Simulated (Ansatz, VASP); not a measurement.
## C in VASP and in Ansatz

```
C
1.0
     2.51292    0.00000    0.00000
     0.00000    3.55381    0.00000
     0.00000    0.00000   16.00000
C
2
Direct
  0.75000 0.12500 0.50000
  0.25000 0.87500 0.50000
```

The slab is cut from a database's or a generator's crystal, which needn't be the stable form of the element.

Alike in both runs: task single point; functional PBEsol; k mesh 18 × 14 × 1; occupations fermi-dirac, width 0.02 eV; no spin polarisation.

|  | VASP | Ansatz |
| --- | --- | --- |
| version | VASP 6.6.1 | Ansatz 0.2.0 |
| potentials or method | VASP PAW PBE potentials, release 64 (C) | PAW with Ansatz's default frozen-core files, scalar-relativistic |
| plane-wave cutoff (eV) | 520 | 420 |
| valence electrons in the cell | 8 | 8 |

Ansatz gave:

| Property | Result |
| --- | --- |
| gap on the k mesh at the Fermi level (eV) | none |
| rms of the force components (eV/Å) | 5.052 |

Task: What did VASP give for the same quantities?

Result: gap on the k mesh at the Fermi level (eV): none; rms of the force components (eV/Å): 5.021.

Atom by atom the forces differ by 0.030 eV/Å (rms over components). A gap of «none» marks a metal or a gap that the smearing closes. Ansatz warned: «slab_cell_height_set».

Caveats: the PAW data sets were made with another functional, which shifts forces and pressure a little (VASP).
